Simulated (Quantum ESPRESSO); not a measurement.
# C under changes of volume

One of the cells (31.524 Å³/atom); the others are scaled copies at fixed shape and fractional positions:

```
C
1.0
     2.45623    0.00000    0.00000
    -1.22811    2.12716    0.00000
     0.00000    0.00000   24.13396
C
4
Direct
  0.66667 0.33333 0.57048
  0.33333 0.66667 0.42952
  0.00000 0.00000 0.42953
  0.00000 0.00000 0.57047
```

| Item | Value |
| --- | --- |
| Program | Quantum ESPRESSO 7.5 |
| Functional | PBEsol |
| Potentials or basis | GBRV 1.5 PBEsol |
| Cutoff | 612 eV |
| Density cutoff | 4898 eV |
| k mesh | 12 × 12 × 2 |
| Occupations | fermi-dirac, width 0.05 eV |
| Spin | no spin polarisation |

```tsv
volume (Å³/atom)	energy over the lowest point (meV/atom)	largest force (eV/Å)
29.632	34.74	0.031
30.263	15.93	0.028
30.893	4.58	0.025
31.524	0.00	0.022
32.154	1.63	0.020
32.785	8.92	0.018
33.415	?	?
```

Question: What does the run at 33.415 Å³/atom give?

Answer: Energy over the lowest point 21.39 meV/atom; largest force 0.016 eV/Å.

Worked out: A Birch-Murnaghan fit of order 3 (a polynomial in V^(-2/3)) to the other rows has its minimum at 31.67 Å³/atom with B0 = V·E''(V) = 77 GPa and B' = 3.5 at fixed shape and positions, which overstates the stiffness. It gives 21.37 meV/atom at 33.415 Å³/atom, against the run's 21.39.

Energies are extrapolated to zero smearing.
